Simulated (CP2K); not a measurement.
Runs of CP2K 2026.2 on InAs. It takes space group Fm-3m (No. 225, cubic). Conventional cell: a = 5.755 Å, b = 5.755 Å, c = 5.755 Å, α = 90.00°, β = 90.00°, γ = 90.00°. Around In (site symmetry m-3m) lie 6 As at 2.88 Å. Around As (site symmetry m-3m) lie 6 In at 2.88 Å. Measurements of this composition are mostly on another form, of space group No. 216.

```tsv
level	cutoff radius of the dispersion sum (A)	cutoff of the non-local correlation (Ry)	gap on the mesh (eV)	pressure (GPa)
PBE+D4	20	-	none	-2.2
PBE+D2	20	-	none	(b)
PBE+D3(BJ)+ATM	20	-	none	(a)
PBE+D3	20	-	none	-1.2
PBE+rVV10	-	300	none	-0.4
PBE	-	-	none	0.4
PBE+D3(BJ)	20	-	none	-2.2
```

Alike in all rows: task single point; potentials or basis POTENTIAL_UZH In GTH-PBE-q13, As GTH-PBE-q5; TZVP-MOLOPT-PBE-GTH basis; no spin polarisation; cell as given; k mesh 8 × 8 × 8; smearing fermi-dirac 0.05 eV.

**Question.** Fill in the values left out.

**Answer.** (a) -2.0; (b) -4.2.

Caveats: the basis of atomic orbitals isn't converged, which shifts pressures, moduli and gaps; pairwise dispersion overbinds metals, which lowers pressure and volume (some runs).

A k mesh can miss the band edges, and the runs leave out spin-orbit coupling on As, In.

A gap of «none» marks a metal or a gap under the smearing width.
